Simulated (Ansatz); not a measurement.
Runs of Ansatz 0.2.0 on TiTe2. The structure is trigonal, space group P-3m1 (No. 164). Conventional cell: a = 3.777 Å, b = 3.777 Å, c = 6.498 Å, α = 90.00°, β = 90.00°, γ = 120.00°. Te (site symmetry 3m) has 3 Ti at 2.77 Å as nearest neighbours. Around Ti (site symmetry -3m) lie 6 Te at 2.77 Å. 

```csv
task,level,potentials or basis,U,cell,k mesh,cutoff (eV),hubbard projectors,double counting,points for each segment of the path,gap on the mesh (eV),pressure (GPa),relaxed volume (Å³/atom),largest force (eV/Å)
relaxation of cell and atoms,RPBE+D3(BJ),Ansatz PAW,-,relaxed,8 × 8 × 4,420,-,-,-,-,0.0,18.17,-
relaxation of cell and atoms,LDA+U,Ansatz PAW,Ti d U = 6.2 eV,relaxed,8 × 8 × 4,420,ortho-atomic (the default),fll (the default),-,-,0.0,28.44,-
single point,PBE,Ansatz PAW,-,as given,6 × 6 × 3,420,-,-,-,none,(a),-,0.05
band structure,m-r2SCAN,Ansatz PAW,-,as given,8 × 8 × 4,500,-,-,14,none,(b),-,0.22
```

Alike in all rows: no spin polarisation; smearing fermi-dirac 0.05 eV.

Question: Fill in the values left out.

Answer: (a) 0.8; (b) 0.9.

Caveats: the PAW data sets come from PBE, with cores solved anew for the run's functional, which leaves a small shift of forces and pressure (some runs); the plane-wave basis is chosen anew once the cell has moved, so the energies of steps on either side of that aren't comparable (some runs); the volume moved by over 15 % at a fixed basis, so the end points are rough (some runs); the volume moved by -32 % from the deposited cell, more than functionals usually miss (some runs); the U is typed as a test and isn't derived for this compound (some runs); this functional lacks dispersion, which binds the layers, so the pressure and a relaxed spacing across them are unreliable (some runs); spin-orbit coupling is left out, which moves the levels of the heavy elements (some runs).

A k mesh can miss the band edges, and the runs leave out spin-orbit coupling on Te.

A gap of «none» marks a metal or a gap under the smearing width.
